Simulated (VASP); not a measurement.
A run of VASP 6.6.1 is set up as follows.

Contents of INCAR:

```
SYSTEM = Al2Cu
PREC     = Accurate       ! precision mode
ENCUT    = 520            ! plane-wave cutoff, eV
EDIFF    = 1E-7           ! SCF threshold, eV
ISMEAR   = 0              ! smearing method
SIGMA    = 0.1            ! smearing width, eV
LREAL    = .FALSE.        ! projectors in reciprocal space
LASPH    = .TRUE.         ! aspherical terms in the spheres
NELM     = 100            ! most SCF steps
ALGO     = Fast           ! electronic algorithm
ISIF     = 2              ! what is computed and relaxed
LWAVE    = .FALSE.        ! write WAVECAR
LCHARG   = .FALSE.        ! write CHGCAR
NBANDS   = 16             ! bands
```

The input KPOINTS:

```
Automatic mesh
0
G
  4 4 6
  0 0 0
```

Contents of POSCAR:

```
Al2Cu
1.0
    4.3009562953      0.0000000000      0.0000000000
    0.0000000000      4.3009562953      0.0000000000
    0.0000000000      0.0000000000      3.0291984250
Al Cu
2 1
Direct
    0.5000000000      0.0000000000      0.5000000000
    0.0000000000      0.5000000000      0.5000000000
    0.0000000000      0.0000000000      0.0000000000
```

Potentials or basis: VASP PAW LDA potentials, release 64 (Al, Cu).

The run is started by

```console
$ cat potpaw_LDA.64/Al/POTCAR potpaw_LDA.64/Cu/POTCAR > POTCAR
$ mpirun -np 1 vasp_std > vasp.out
```

Task: Estimate the band gap on the k mesh.

Result: None (metal or under the smearing width).

Task: Predict the pressure.

Result: -12.8 GPa.

Stress tensor (GPa, compression positive):
```
-13.20   0.00   0.00
  0.00 -13.20   0.00
  0.00   0.00 -12.10
```

Caveat: the k mesh is coarse (spacing up to 0.37 Å⁻¹), so the values aren't converged.
